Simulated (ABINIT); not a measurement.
# SnTe (Fm-3m) in ABINIT: notebook

One crystal, SnTe, is run at these levels: BP86+D2, LDA, WC, SOGGA; tasks: equation of state, band structure.

All numbers are computed with ABINIT 10.8.3 (patched build); they aren't measurements. Logs are shortened: lines on timing, memory, paths and dates and some standing lists are left out, and cuts for length are marked. The log counts tension as positive stress, the text compression.

**What was measured.**

From a printed reference work, textbook, for a bulk crystal of SnTe at 300 K: band gap 0.18 eV (direct).

How close the calculation comes is told below.

## 1. The crystal as given

Symmetry: Fm-3m, No. 225, cubic system. Conventional cell: a = 6.302 Å, b = 6.302 Å, c = 6.302 Å, α = 90.00°, β = 90.00°, γ = 90.00°. Te (site symmetry m-3m) has 6 Sn at 3.15 Å as nearest neighbours. Sn (site symmetry m-3m) is surrounded by 6 Te at 3.15 Å.

## 2. Equation of state, BP86+D2

run.abi reads:

```
# Datasets: one volume each
ndtset 7
getwfk -1
scalecart1 3*0.9795861087
scalecart2 3*0.9864848297
scalecart3 3*0.9932883884
scalecart4 3*1.0000000000
scalecart5 3*1.0066227096
scalecart6 3*1.0131594038
scalecart7 3*1.0196128224

# Pseudopotentials
pp_dirpath "./"
pseudos "Te.GGA_PBE-JTH.xml, Sn.GGA_PBE-JTH.xml"

# Structure
acell 8.4205719959 8.4205719959 8.4205719959
rprim
     0.0000000000     0.7071067812     0.7071067812
     0.7071067812     0.0000000000     0.7071067812
     0.7071067812     0.7071067812     0.0000000000
ntypat 2
znucl 52 50
natom 2
typat 1 2
xred
     0.5000000000     0.5000000000     0.5000000000
     0.0000000000     0.0000000000     0.0000000000

# Plane-wave basis
ecut 408.170794 eV
pawecutdg 30.0

# k points
kptopt 1
ngkpt 7 7 7
nshiftk 1
shiftk 0.0 0.0 0.0

# Exchange and correlation
ixc -106132
vdw_xc 5

# Bands and occupations
nband 14
occopt 3
tsmear 0.05 eV

# SCF cycle
nstep 100
tolvrs 1.0e-9

# Output
iomode 3
prtwf 1
prtden 0
prteig 0
prtebands 0
enunit 2
```

Potentials or basis: JTH PAW PBE v2.0.

Command:

```
$ abinit run.abi > log 2>&1
```

run.abo:

```text
.Version 10.8.3 of ABINIT
 DATASET    1 : space group Fm -3 m (#225); Bravais cF (face-center cubic)
================================================================================
 Values of the parameters that define the memory need for DATASET  1.
     intxc =       0    ionmov =       0      iscf =      17    lmnmax =      18
     lnmax =       6     mgfft =      30  mpssoang =       3    mqgrid =    3001
     natom =       2  nloc_mem =       2    nspden =       1   nspinor =       1
    nsppol =       1      nsym =      48    n1xccc =       1    ntypat =       2
    occopt =       3   xclevel =       2
       mpw =        1117          nfft =       27000          nkpt =          20
 PAW method is used; the additional fine FFT grid is defined by:
   mgfftf=        45    nfftf =     91125
================================================================================
================================================================================
[... 71 lines left out ...]
 DATASET    7 : space group Fm -3 m (#225); Bravais cF (face-center cubic)
================================================================================
 Values of the parameters that define the memory need for DATASET  7.
     intxc =       0    ionmov =       0      iscf =      17    lmnmax =      18
     lnmax =       6     mgfft =      30  mpssoang =       3    mqgrid =    3001
     natom =       2  nloc_mem =       2    nspden =       1   nspinor =       1
    nsppol =       1      nsym =      48    n1xccc =       1    ntypat =       2
    occopt =       3   xclevel =       2
       mpw =        1267          nfft =       27000          nkpt =          20
 PAW method is used; the additional fine FFT grid is defined by:
   mgfftf=        45    nfftf =     91125
================================================================================
================================================================================

--------------------------------------------------------------------------------
------------- Echo of variables that govern the present computation ------------
--------------------------------------------------------------------------------
 -outvars: echo values of preprocessed input variables --------
            acell      8.4205719959E+00  8.4205719959E+00  8.4205719959E+00 Bohr
              amu      1.27600000E+02  1.18710000E+02
             ecut      1.50000000E+01 Hartree
           enunit           2
           getwfk          -1
              ixc     -106132
           jdtset        1    2    3    4    5    6    7
         kptrlatt        7    0    0      0    7    0      0    0    7
          kptrlen1     5.77407275E+01
          kptrlen2     5.81473657E+01
          kptrlen3     5.85483947E+01
          kptrlen4     5.89440040E+01
          kptrlen5     5.93343730E+01
          kptrlen6     5.97196719E+01
          kptrlen7     6.01000623E+01
            natom           2
            nband          14
           ndtset           7
            ngfft          30      30      30
          ngfftdg          45      45      45
             nkpt          20
            nstep         100
             nsym          48
           ntypat           2
           occopt           3
        pawecutdg      3.00000000E+01 Hartree
         pawxcdev           0
           prtden           0
        prtebands           0
           prteig           0
            rprim1     0.0000000000E+00  6.9267198023E-01  6.9267198023E-01
                       6.9267198023E-01  0.0000000000E+00  6.9267198023E-01
                       6.9267198023E-01  6.9267198023E-01  0.0000000000E+00
            rprim2     0.0000000000E+00  6.9755011263E-01  6.9755011263E-01
                       6.9755011263E-01  0.0000000000E+00  6.9755011263E-01
                       6.9755011263E-01  6.9755011263E-01  0.0000000000E+00
            rprim3     0.0000000000E+00  7.0236095512E-01  7.0236095512E-01
                       7.0236095512E-01  0.0000000000E+00  7.0236095512E-01
                       7.0236095512E-01  7.0236095512E-01  0.0000000000E+00
            rprim4     0.0000000000E+00  7.0710678120E-01  7.0710678120E-01
                       7.0710678120E-01  0.0000000000E+00  7.0710678120E-01
                       7.0710678120E-01  7.0710678120E-01  0.0000000000E+00
            rprim5     0.0000000000E+00  7.1178974407E-01  7.1178974407E-01
                       7.1178974407E-01  0.0000000000E+00  7.1178974407E-01
                       7.1178974407E-01  7.1178974407E-01  0.0000000000E+00
            rprim6     0.0000000000E+00  7.1641188486E-01  7.1641188486E-01
                       7.1641188486E-01  0.0000000000E+00  7.1641188486E-01
                       7.1641188486E-01  7.1641188486E-01  0.0000000000E+00
            rprim7     0.0000000000E+00  7.2097514092E-01  7.2097514092E-01
                       7.2097514092E-01  0.0000000000E+00  7.2097514092E-01
                       7.2097514092E-01  7.2097514092E-01  0.0000000000E+00
          spgroup         225
           tolvrs      1.00000000E-09
           tsmear      1.83746611E-03 Hartree
            typat      1  2
           useylm           1
           vdw_xc           5
           xangst1     3.0865288886E+00  3.0865288886E+00  3.0865288886E+00
                       0.0000000000E+00  0.0000000000E+00  0.0000000000E+00
           xangst2     3.1082657236E+00  3.1082657236E+00  3.1082657236E+00
                       0.0000000000E+00  0.0000000000E+00  0.0000000000E+00
           xangst3     3.1297027165E+00  3.1297027165E+00  3.1297027165E+00
                       0.0000000000E+00  0.0000000000E+00  0.0000000000E+00
           xangst4     3.1508499979E+00  3.1508499979E+00  3.1508499979E+00
                       0.0000000000E+00  0.0000000000E+00  0.0000000000E+00
           xangst5     3.1717171624E+00  3.1717171624E+00  3.1717171624E+00
                       0.0000000000E+00  0.0000000000E+00  0.0000000000E+00
           xangst6     3.1923133054E+00  3.1923133054E+00  3.1923133054E+00
                       0.0000000000E+00  0.0000000000E+00  0.0000000000E+00
           xangst7     3.2126470593E+00  3.2126470593E+00  3.2126470593E+00
                       0.0000000000E+00  0.0000000000E+00  0.0000000000E+00
            xcart1     5.8326942791E+00  5.8326942791E+00  5.8326942791E+00
                       0.0000000000E+00  0.0000000000E+00  0.0000000000E+00
            xcart2     5.8737709442E+00  5.8737709442E+00  5.8737709442E+00
                       0.0000000000E+00  0.0000000000E+00  0.0000000000E+00
            xcart3     5.9142809897E+00  5.9142809897E+00  5.9142809897E+00
                       0.0000000000E+00  0.0000000000E+00  0.0000000000E+00
            xcart4     5.9542435599E+00  5.9542435599E+00  5.9542435599E+00
                       0.0000000000E+00  0.0000000000E+00  0.0000000000E+00
            xcart5     5.9936767859E+00  5.9936767859E+00  5.9936767859E+00
                       0.0000000000E+00  0.0000000000E+00  0.0000000000E+00
            xcart6     6.0325978552E+00  6.0325978552E+00  6.0325978552E+00
                       0.0000000000E+00  0.0000000000E+00  0.0000000000E+00
            xcart7     6.0710230814E+00  6.0710230814E+00  6.0710230814E+00
                       0.0000000000E+00  0.0000000000E+00  0.0000000000E+00
             xred      5.0000000000E-01  5.0000000000E-01  5.0000000000E-01
                       0.0000000000E+00  0.0000000000E+00  0.0000000000E+00
            znucl       52.00000   50.00000

================================================================================

 chkinp: Checking input parameters for consistency, jdtset=   1.

 chkinp: Checking input parameters for consistency, jdtset=   2.
[... 36 lines left out ...]
 getcut: wavevector=  0.0000  0.0000  0.0000  ngfft=  45  45  45
         ecut(hartree)=     30.000   => boxcut(ratio)=   2.16343

--- Pseudopotential description ------------------------------------------------
- pspini: atom type   1  psp file is ./Te.GGA_PBE-JTH.xml
 Pseudopotential format is: paw10
 basis_size (lnmax)=  4 (lmn_size=  8), orbitals=   0   0   1   1
 Spheres core radius: rc_sph= 2.31107438
 Shapefunction is SIN type: shapef(r)=[sin(pi*r/rshp)/(pi*r/rshp)]**2
 Radius for shape functions =  2.10488624
 Compensation charge density is not taken into account in XC energy/potential

- pspini: atom type   2  psp file is ./Sn.GGA_PBE-JTH.xml
 Pseudopotential format is: paw10
 basis_size (lnmax)=  6 (lmn_size= 18), orbitals=   0   0   1   1   2   2
 Spheres core radius: rc_sph= 2.51086398
 Shapefunction is BESSEL type: shapef(r,l)=aa(1,l)*jl(q(1,l)*r)+aa(2,l)*jl(q(2,l)*r)
 Radius for shape functions =  1.40702157
 Compensation charge density is not taken into account in XC energy/potential

   2.71771569E+03                                ecore*ucvol(ha*bohr**3)
--------------------------------------------------------------------------------

[... 1278 lines left out ...]
-Cartesian components of stress tensor (GPa)         [Pressure= -2.7121E+00 GPa]
- sigma(1 1)=  2.71213351E+00  sigma(3 2)=  0.00000000E+00
- sigma(2 2)=  2.71213351E+00  sigma(3 1)=  0.00000000E+00
- sigma(3 3)=  2.71213351E+00  sigma(2 1)=  0.00000000E+00

== END DATASET(S) ==============================================================
================================================================================

 -outvars: echo values of variables after computation  --------
            acell      8.4205719959E+00  8.4205719959E+00  8.4205719959E+00 Bohr
           etotal1    -7.8173879131E+01
           etotal2    -7.8174300992E+01
           etotal3    -7.8174441817E+01
           etotal4    -7.8174343866E+01
           etotal5    -7.8174027355E+01
           etotal6    -7.8173518012E+01
           etotal7    -7.8172842043E+01
            fcart1    -0.0000000000E+00 -0.0000000000E+00 -0.0000000000E+00
                      -0.0000000000E+00 -0.0000000000E+00 -0.0000000000E+00
            fcart2    -0.0000000000E+00 -0.0000000000E+00 -0.0000000000E+00
                      -0.0000000000E+00 -0.0000000000E+00 -0.0000000000E+00
            fcart3    -0.0000000000E+00 -0.0000000000E+00 -0.0000000000E+00
                      -0.0000000000E+00 -0.0000000000E+00 -0.0000000000E+00
            fcart4    -0.0000000000E+00 -0.0000000000E+00 -0.0000000000E+00
                      -0.0000000000E+00 -0.0000000000E+00 -0.0000000000E+00
            fcart5    -0.0000000000E+00 -0.0000000000E+00 -0.0000000000E+00
                      -0.0000000000E+00 -0.0000000000E+00 -0.0000000000E+00
[... 38 lines left out ...]
                       0.0000000000E+00  0.0000000000E+00  0.0000000000E+00
           xangst1     3.0865288886E+00  3.0865288886E+00  3.0865288886E+00
                       0.0000000000E+00  0.0000000000E+00  0.0000000000E+00
           xangst2     3.1082657236E+00  3.1082657236E+00  3.1082657236E+00
                       0.0000000000E+00  0.0000000000E+00  0.0000000000E+00
           xangst3     3.1297027165E+00  3.1297027165E+00  3.1297027165E+00
                       0.0000000000E+00  0.0000000000E+00  0.0000000000E+00
           xangst4     3.1508499979E+00  3.1508499979E+00  3.1508499979E+00
                       0.0000000000E+00  0.0000000000E+00  0.0000000000E+00
           xangst5     3.1717171624E+00  3.1717171624E+00  3.1717171624E+00
                       0.0000000000E+00  0.0000000000E+00  0.0000000000E+00
           xangst6     3.1923133054E+00  3.1923133054E+00  3.1923133054E+00
                       0.0000000000E+00  0.0000000000E+00  0.0000000000E+00
           xangst7     3.2126470593E+00  3.2126470593E+00  3.2126470593E+00
                       0.0000000000E+00  0.0000000000E+00  0.0000000000E+00
             xred      5.0000000000E-01  5.0000000000E-01  5.0000000000E-01
                       0.0000000000E+00  0.0000000000E+00  0.0000000000E+00
 Calculation completed.
```

Run time: 71 s. Hardware: 1 thread of Arm Neoverse V2, shared host; peak memory 0.14 GiB.

What came out:

```yaml
Equilibrium_volume: 30.70 Å³/atom
Bulk_modulus: 41 GPa
Pressure_derivative_of_the_bulk_modulus: 5.0
```

Energy against volume, from the lowest point:
| volume (Å³/atom) | energy (meV/atom) |
| --- | --- |
| 29.404 | 7.66 |
| 30.030 | 1.92 |
| 30.656 | 0.00 |
| 31.281 | 1.33 |
| 31.907 | 5.64 |
| 32.532 | 12.57 |
| 33.158 | 21.77 |

Caveat: the cutoff is too short for stress, so the log's stress isn't used; pressures at fixed basis lie under the slope of the energies; this odd mesh misses L, where the gap lies, so gap, dielectric constants and Born charges aren't listed; the PAW data sets were made with another functional, which shifts forces and pressure a little. The run has no spin-orbit coupling, so splittings on Te are missing.

## 3. Band structure, LDA

run.abi reads:

```
# Datasets: ground state, then fixed potential
ndtset 2

# Pseudopotentials
pp_dirpath "./"
pseudos "Te.LDA_PW-JTH.xml, Sn.LDA_PW-JTH_sp.xml"

# Structure
acell 8.4205719959 8.4205719959 8.4205719959
rprim
     0.0000000000     0.7071067812     0.7071067812
     0.7071067812     0.0000000000     0.7071067812
     0.7071067812     0.7071067812     0.0000000000
ntypat 2
znucl 52 50
natom 2
typat 1 2
xred
     0.5000000000     0.5000000000     0.5000000000
     0.0000000000     0.0000000000     0.0000000000

# Plane-wave basis
ecut 15.0
pawecutdg 30.0

# Exchange and correlation
ixc 7

# Bands and occupations
occopt 3
tsmear 0.05 eV

# SCF cycle
nstep 100

# Output
iomode 3
prtwf 0
prteig 0
prtebands 0
enunit 1
prtden1 1

# Dataset 1
kptopt1 1
ngkpt1 7 7 7
nshiftk1 1
shiftk1 0.0 0.0 0.0
nband1 9
tolvrs1 1.0e-9

# Dataset 2: bands along G-X-W-K-G-L-U-W-L-K
iscf2 -2
getden2 1
nband2 13
nbdbuf2 2
tolwfr2 1.0e-12
kptopt2 -9
ndivsm2 6
prteig2 1
kptbounds2
     0.0000000000     0.0000000000     0.0000000000
     0.5000000000     0.0000000000     0.5000000000
     0.5000000000     0.2500000000     0.7500000000
     0.3750000000     0.3750000000     0.7500000000
     0.0000000000     0.0000000000     0.0000000000
     0.5000000000     0.5000000000     0.5000000000
     0.6250000000     0.2500000000     0.6250000000
     0.5000000000     0.2500000000     0.7500000000
     0.5000000000     0.5000000000     0.5000000000
     0.3750000000     0.3750000000     0.7500000000
```

Potentials or basis: JTH PAW LDA v2.0 sp.

Command:

```
$ abinit run.abi > log 2>&1
```

It took 24 s on 1 thread of Arm Neoverse V2, shared host; peak memory 0.12 GiB.

The run converged. Its results:

- Free energy: -330.0121 eV
- Pressure: -1.7 GPa
- Band gap along the path: 0.11 eV, indirect (least direct gap 0.13 eV)
- Valence electrons inside the program's atomic spheres: Te 3.16; Sn 2.30

Levels at the corners of the path, in eV from the Fermi level:
```
point  band 1  band 2  band 3  band 4  band 5  band 6  band 7  band 8  band 9  band 10
    Γ  -12.87   -4.87   -2.12   -2.12   -2.12    3.37    3.37    3.37    4.84     4.84
    X  -11.34   -6.63   -5.58   -3.73   -3.73    2.17    4.90    4.90    6.27     9.38
    W  -11.25   -7.48   -4.83   -4.83   -0.85    0.79    4.66    4.66    6.08     6.08
    K  -11.29   -7.53   -5.18   -3.24   -2.76    2.99    3.05    4.24    5.50     8.25
    Γ  -12.87   -4.87   -2.12   -2.12   -2.12    3.37    3.37    3.37    4.84     4.84
    L  -11.60   -8.41   -1.80   -1.80   -0.08    0.05    0.31    0.31    7.83     8.91
    U  -11.29   -7.53   -5.18   -3.24   -2.76    2.99    3.05    4.24    5.50     8.25
    W  -11.25   -7.48   -4.83   -4.83   -0.85    0.79    4.66    4.66    6.08     6.08
    L  -11.60   -8.41   -1.80   -1.80   -0.08    0.05    0.31    0.31    7.83     8.91
    K  -11.29   -7.53   -5.18   -3.24   -2.76    2.99    3.05    4.24    5.50     8.25
```

Caveat: this odd mesh misses L, where the gap lies, so gap, dielectric constants and Born charges aren't listed; spin-orbit coupling is left out, which moves the levels of the heavy elements; this set keeps more shells in the core, which shifts pressures and gaps.

[end of part 1 of 2]
